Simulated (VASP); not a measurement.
# Sr8Ti8O23 (a cell with a defect) in VASP: further runs, part 2 of 2

VASP 6.6.1.

## Step 3: Single point, HSE06

POSCAR

```
Sr8Ti8O23                               
1.0
    7.8804100000      0.0000000000      0.0000000000
    0.0000000000     -7.8804100000      0.0000000000
    0.0000000000      0.0000000000     -7.8804100000
  Sr              Ti              O             
     8     8    23
Direct
     0.2503114561336267    0.2408614317576390    0.2419682757791927
     0.2502363617452363    0.2406585644910668    0.7577003073993099
     0.2504613581881120    0.7573734591604416    0.2409977564361674
     0.2503791077813373    0.7575760620674594    0.7586712041802421
     0.7502937617830880    0.2400712030791439    0.2413822667016461
     0.7503106893546225    0.2399554437480158    0.7581263093359587
     0.7502839280311631    0.7572358351672903    0.2408527641035770
     0.7503026292597343    0.7573563601617825    0.7586476888687388
     0.9836122308001133    0.4977478132332056    0.4997008330346032
     0.0040138732702687    0.4992220000363413    0.9995594238976439
     0.0039815258699112    0.9965333233943229    0.4998071748469119
     0.0001914539870886    0.9992745845295004    0.9998551133692035
     0.5179667672793561    0.4980762082545802    0.4994855492462639
     0.4961380661628909    0.4990999399512894    0.9991638130021864
     0.4961350191079635    0.9971323160773148    0.4998901312375043
     0.5007711718356207    0.9992734063873069    0.9998859590804821
     0.2506864777160419    0.4998993946297505    0.9999367180138041
     0.2506684643890085    0.9996107923798873    0.4999874412377683
     0.2503524398744417    0.9997788731740785    0.9999660288325953
     0.7508616275919143    0.4985733694556755    0.4996602307231077
     0.7508165838902164    0.4999253138188012    0.9999313832893615
     0.7507711992949999    0.9995275573364586    0.4999937455805346
     0.7502484694151771    0.9997562411141168    0.9999609751933243
     0.0192944450519708    0.2575167788025027    0.5000744220619474
     0.9988497494869718    0.2504814290839989    0.9999845821249451
     0.0184578068345032    0.7433351716173906    0.5000755975208875
     0.9988802885161642    0.7494460656174784    0.9999827568276364
     0.4825100869056900    0.2573958609504852    0.5001564211771856
     0.5020124005481191    0.2504931830673731    0.9999595165317454
     0.4832386803375625    0.7431076383997014    0.5001572443282567
     0.5019864515366252    0.7494115730385102    0.9999536532116331
     0.0190972238317287    0.5005365781617993    0.2572108431688608
     0.0189357659449430    0.5005388538461176    0.7428773240443394
     0.9988480827606937    0.9998039708349499    0.2504937722492910
     0.9988516286845200    0.9998036570127367    0.7495142655944462
     0.4828183164846457    0.5003917488368561    0.2572878778702794
     0.4829983606876044    0.5003887877247684    0.7429730416745913
     0.5020168681078410    0.9997748379073300    0.2505219307770439
     0.5020145315184802    0.9997763816925355    0.7494864774467805
```

INCAR.step1

```
SYSTEM = Sr8Ti8O23
ALGO = Normal
EDIFF = 1E-5
ENCUT = 400
GGA = PE
ICORELEVEL = 1
ISIF = 2
ISMEAR = 0
LASPH = .TRUE.
LCHARG = .FALSE.
LREAL = Auto
LWAVE = .TRUE.
NBANDS = 182
NELECT = 312.0
NELM = 80
PREC = Normal
SIGMA = 0.01
```

INCAR.step2

```
SYSTEM = Sr8Ti8O23
ALGO = Normal
EDIFF = 1E-6
ENCUT = 400
GGA = PE
HFSCREEN = 0.2
ICORELEVEL = 1
ISIF = 2
ISMEAR = 0
ISTART = 1
LASPH = .TRUE.
LCHARG = .FALSE.
LHFCALC = .TRUE.
LREAL = Auto
LWAVE = .FALSE.
NBANDS = 182
NELECT = 312.0
NELM = 80
PREC = Normal
PRECFOCK = Fast
SIGMA = 0.01
```

KPOINTS

```
k-points
0
G
  1 1 1
  0 0 0
```

Potentials or basis: VASP PAW PBE potentials, release 64 (Sr_sv, Ti_sv, O).

The run is started by

```sh
$ cat potpaw_PBE.64/Sr_sv/POTCAR potpaw_PBE.64/Ti_sv/POTCAR potpaw_PBE.64/O/POTCAR > POTCAR
$ cp INCAR.step1 INCAR
$ mpirun -np 8 vasp_gam > vasp.out
$ cp INCAR.step2 INCAR
$ mpirun -np 8 vasp_gam > vasp.out
```

OUTCAR:

```text
SYSTEM = Sr8Ti8O23
   EDIFF = 1E-6
   ENCUT = 400
   GGA = PE
   HFSCREEN = 0.2
   ISIF = 2
   ISMEAR = 0
   ISTART = 1
   LASPH = .TRUE.
   LHFCALC = .TRUE.
   LREAL = Auto
   NELECT = 312.0
   NELM = 80
   PREC = Normal
   PRECFOCK = Fast

 ion  position               nearest neighbor table
   1  0.250  0.241  0.242-  19 2.69  24 2.73  28 2.74  32 2.74  34 2.75  38 2.75  36 2.75  25 2.75
                            29 2.75  18 2.78  17 2.79  12 3.34  16 3.34  14 3.40  10 3.40  15 3.40
[... 530 lines left out ...]
  Total      -39.2573773    -45.2110738    -45.3743030     -0.0458648      0.0040964      0.0208912
  in kB     -128.5243525   -148.0161025   -148.5504968     -0.1501564      0.0134112      0.0683956
  external PRESSURE =    -141.6969839 kB  Pullay stress =       0.0000000 kB

 VOLUME and BASIS-vectors are now :
 -----------------------------------------------------------------------------
  energy-cutoff  :      400.00
  volume of cell :      489.38
      direct lattice vectors                 reciprocal lattice vectors
     7.880410000  0.000000000  0.000000000     0.126896951  0.000000000  0.000000000
     0.000000000 -7.880410000  0.000000000     0.000000000 -0.126896951  0.000000000
     0.000000000  0.000000000 -7.880410000     0.000000000  0.000000000 -0.126896951

 POSITION                                       TOTAL-FORCE (eV/Angst)
 -----------------------------------------------------------------------------------
      1.97256     -1.89809     -1.90681         0.003190      0.045949      0.034685
      1.97197     -1.89649     -5.97099         0.002618      0.047962     -0.030467
      1.97374     -5.96841     -1.89916         0.003985     -0.024537      0.044671
      1.97309     -5.97001     -5.97864         0.004016     -0.026643     -0.040355
      5.91262     -1.89186     -1.90219        -0.003135      0.101058      0.092579
      5.91276     -1.89095     -5.97435        -0.002525      0.103072     -0.087527
[... 31 lines left out ...]
      3.95610     -7.87864     -1.97422         0.193086     -0.090939     -0.031501
      3.95608     -7.87865     -5.90626         0.193289     -0.091144     -0.008468
 -----------------------------------------------------------------------------------
    total drift:                                0.000534      0.030245      0.004242

  FREE ENERGIE OF THE ION-ELECTRON SYSTEM (eV)
  ---------------------------------------------------
  free  energy   TOTEN  =      -386.3315597361 eV

  energy  without entropy=     -386.3315597361  energy(sigma->0) =     -386.33155974
```

OUTCAR.step1:

```text
SYSTEM = Sr8Ti8O23
   EDIFF = 1E-5
   ENCUT = 400
   GGA = PE
   ISIF = 2
[... 551 lines left out ...]
      5.91262     -1.89186     -1.90219        -0.003724      0.073917      0.065877
      5.91276     -1.89095     -5.97435        -0.003031      0.075601     -0.060879
[... 31 lines left out ...]
      3.95610     -7.87864     -1.97422         0.236629     -0.113853     -0.016659
      3.95608     -7.87865     -5.90626         0.236941     -0.114051     -0.028729
 -----------------------------------------------------------------------------------
    total drift:                                0.002672      0.035470      0.004342

  FREE ENERGIE OF THE ION-ELECTRON SYSTEM (eV)
  ---------------------------------------------------
  free  energy   TOTEN  =      -318.4482478193 eV

  energy  without entropy=     -318.4482478193  energy(sigma->0) =     -318.44824782
```

OSZICAR.step1:

```text
N       E                     dE             d eps       ncg     rms          rms(c)
DAV:   1     0.433444987730E+04    0.43344E+04   -0.15941E+05   384   0.156E+03
DAV:   2     0.399230293436E+03   -0.39352E+04   -0.37456E+04   440   0.488E+02
DAV:   3    -0.336434717946E+03   -0.73567E+03   -0.71677E+03   488   0.205E+02
DAV:   4    -0.399523934517E+03   -0.63089E+02   -0.62899E+02   496   0.612E+01
DAV:   5    -0.403108970154E+03   -0.35850E+01   -0.35832E+01   624   0.135E+01    0.720E+01
DAV:   6    -0.316449735905E+03    0.86659E+02   -0.46033E+02   488   0.748E+01    0.419E+01
DAV:   7    -0.318964673669E+03   -0.25149E+01   -0.69200E+01   504   0.219E+01    0.283E+01
DAV:   8    -0.319390199229E+03   -0.42553E+00   -0.15684E+01   496   0.167E+01    0.963E+00
DAV:   9    -0.318474904784E+03    0.91529E+00   -0.49500E+00   544   0.884E+00    0.284E+00
DAV:  10    -0.318435562146E+03    0.39343E-01   -0.58386E-01   544   0.233E+00    0.143E+00
DAV:  11    -0.318453139331E+03   -0.17577E-01   -0.21997E-01   480   0.122E+00    0.830E-01
DAV:  12    -0.318447395741E+03    0.57436E-02   -0.41709E-02   496   0.738E-01    0.289E-01
DAV:  13    -0.318447902920E+03   -0.50718E-03   -0.70302E-03   560   0.299E-01    0.179E-01
DAV:  14    -0.318448130774E+03   -0.22785E-03   -0.14187E-03   544   0.158E-01    0.108E-01
DAV:  15    -0.318448232494E+03   -0.10172E-03   -0.84756E-04   504   0.117E-01    0.324E-02
DAV:  16    -0.318448243885E+03   -0.11392E-04   -0.15467E-04   504   0.451E-02    0.246E-02
DAV:  17    -0.318448247819E+03   -0.39339E-05   -0.46872E-05   352   0.274E-02
   1 F= -.31844825E+03 E0= -.31844825E+03  d E =-.116988-149
```

It took 2 min on 8 MPI ranks of AMD EPYC 7R13 (Zen 3), shared host; peak memory 0.33 GiB.

What came out:

* Free energy: -386.3316 eV
* Largest force: 1.870 eV/Å
* Band gap on the k mesh: 3.02 eV, direct

Forces on the atoms (eV/Å):
```
Sr   0.003  0.046  0.035
Sr   0.003  0.048 -0.030
Sr   0.004 -0.025  0.045
Sr   0.004 -0.027 -0.040
Sr  -0.003  0.101  0.093
Sr  -0.003  0.103 -0.088
Sr  -0.006 -0.084  0.101
Sr  -0.005 -0.086 -0.097
Ti  -1.851  0.268  0.044
Ti  -0.358  0.210  0.067
Ti  -0.353  0.417  0.038
Ti   0.241  0.228  0.040
Ti   1.830  0.239  0.065
Ti   0.222  0.196  0.094
Ti   0.221  0.374  0.043
Ti  -0.274  0.213  0.046
O    0.056 -0.037 -0.027
O    0.054 -0.130 -0.007
O    0.003 -0.030 -0.005
O   -0.008 -0.014 -0.006
O    0.039 -0.044 -0.026
O    0.038 -0.127 -0.009
O    0.016 -0.032 -0.006
O    0.604 -0.303 -0.011
O   -0.172 -0.115 -0.015
O    0.606 -0.088 -0.011
O   -0.173 -0.090 -0.015
O   -0.595 -0.282 -0.018
O    0.195 -0.111 -0.025
O   -0.597 -0.056 -0.018
O    0.194 -0.085 -0.025
O    0.607 -0.075 -0.134
O    0.607 -0.075  0.077
O   -0.171 -0.107 -0.027
O   -0.171 -0.107 -0.013
O   -0.597 -0.067 -0.158
O   -0.597 -0.067  0.064
O    0.193 -0.091 -0.032
O    0.193 -0.091 -0.008
```

Levels at points of the mesh, in eV from the valence-band top:
| k point | band 154 | band 155 | band 156 | band 157 | band 158 | band 159 |
| --- | --- | --- | --- | --- | --- | --- |
| (0.00, 0.00, 0.00) | -0.05 | -0.05 | 0.00 | 3.02 | 3.03 | 3.03 |

Core levels (eV, on the scale of the bands):
| atom | levels |
| --- | --- |
| 1 Sr | 1s -15923.3, 2s -2145.8, 2p -1905.2, 3s -321.7, 3p -244.1, 3d -116.0 |
| 2 Sr | 1s -15923.3, 2s -2145.8, 2p -1905.2, 3s -321.7, 3p -244.1, 3d -116.0 |
| 3 Sr | 1s -15923.3, 2s -2145.8, 2p -1905.2, 3s -321.7, 3p -244.1, 3d -116.0 |
| 4 Sr | 1s -15923.3, 2s -2145.8, 2p -1905.2, 3s -321.7, 3p -244.1, 3d -116.0 |
| 5 Sr | 1s -15923.7, 2s -2146.2, 2p -1905.6, 3s -322.1, 3p -244.4, 3d -116.3 |
| 6 Sr | 1s -15923.7, 2s -2146.2, 2p -1905.6, 3s -322.1, 3p -244.4, 3d -116.3 |

Caveat: the cell is charged against a uniform background, so pressure and absolute levels hang on convention; the cutoff is under 1.25 times the usual one of these potentials, so pressure, stress and relaxed cells hold a basis-set (Pulay) error; the PAW data sets were made with another functional, which shifts forces and pressure a little.
